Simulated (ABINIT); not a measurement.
Crystal: HfN.

```
Hf N
1.0
     0.00000    2.25600    2.25600
     2.25600    0.00000    2.25600
     2.25600    2.25600    0.00000
Hf N
1 1
Direct
  0.00000 0.00000 0.00000
  0.50000 0.50000 0.50000
```

```yaml
Program: ABINIT 10.8.3 (patched build)
Task: relaxation of cell and atoms
Functional: LDA
Potentials_or_basis: PseudoDojo NC SR LDA v0.4.1 standard
Cutoff: 1143 eV
k_mesh: 8 × 8 × 8
Occupations: fermi-dirac, width 0.05 eV
Spin: no spin polarisation
```

At the start: pressure -12.1 GPa; volume 11.48 Å³/atom.

Task: Where does the relaxation end?

Result: Over 4 steps the energy falls by 18.9 meV/atom and the volume is 11.00 Å³/atom (-4.2 %); space group Fm-3m (No. 225, to 0.05 Å).

Step by step:
```tsv
step	energy change (eV)	largest force (eV/Å)	pressure (GPa)	volume (Å³)
1	0.0000	0.0000	-12.11	22.96
2	-0.0371	0.0000	-1.69	22.12
3	-0.0378	0.0000	0.10	22.00
4	-0.0378	0.0000	0.00	22.00
```

Final structure:
```xyz
2
Lattice="0.0000 2.2241 2.2241 2.2241 0.0000 2.2241 2.2241 2.2241 0.0000" Properties=species:S:1:pos:R:3 pbc="T T T"
Hf    0.0000    0.0000    0.0000
N     2.2241    2.2241    2.2241
```
